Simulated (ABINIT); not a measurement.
Runs of ABINIT 10.8.3 (patched build) on AlN. It takes space group Fm-3m (No. 225, cubic). The conventional cell has a = 4.069 Å, b = 4.069 Å, c = 4.069 Å, α = 90.00°, β = 90.00°, γ = 90.00°. Al (site symmetry m-3m) has 6 N at 2.03 Å as nearest neighbours. N (site symmetry m-3m) is surrounded by 6 Al at 2.03 Å. Measurements of this composition are mostly on another form, of space group No. 186.

| level | gap on the mesh (eV) | pressure (GPa) |
| --- | --- | --- |
| r2SCAN | 5.34 | (c) |
| PBEsol | 4.48 | -3.4 |
| AM05 | 4.52 | -4.0 |
| BLYP | (a) | 4.6 |
| SCAN | 5.25 | (b) |

Alike in all rows: task band structure; potentials or basis JTH PAW PBE v2.0; no spin polarisation; cell as given; k mesh 11 × 11 × 11; cutoff (eV) 844; smearing fermi-dirac 0.05 eV.

Q: Fill in the values left out.

A: (a) 4.60; (b) -3.7; (c) -3.3.

Caveats: the PAW data sets were made with another functional, which shifts forces and pressure a little; the mesh misses the band edges, which the band path finds closer together.
